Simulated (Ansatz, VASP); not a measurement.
**One calculation of Ga, two programs**

```
Ga
1.0
     0.00000    2.15149    2.15149
     2.15149    0.00000    2.15149
     2.15149    2.15149    0.00000
Ga
1
Direct
  0.00000 0.00000 0.00000
```

Alike in both runs: task single point; functional PBEsol; k mesh 15 × 15 × 15; occupations fermi-dirac, width 0.1 eV; no spin polarisation.

```csv
,VASP,Ansatz
version,VASP 6.6.1,Ansatz 0.2.0
potentials or method,"VASP PAW PBE potentials, release 64 (Ga_d)","plane waves (420 eV) with PAW, scalar-relativistic"
plane-wave cutoff (eV),520,420
valence electrons in the cell,13,13
```

|  | VASP | Ansatz | Ansatz less VASP |
| --- | --- | --- | --- |
| pressure (GPa) | -5.4 | -5.4 | -0.01 |

Ansatz warned: «pseudo_functional_mismatch».

Caveats: the PAW data sets were made with another functional, which shifts forces and pressure a little (VASP).
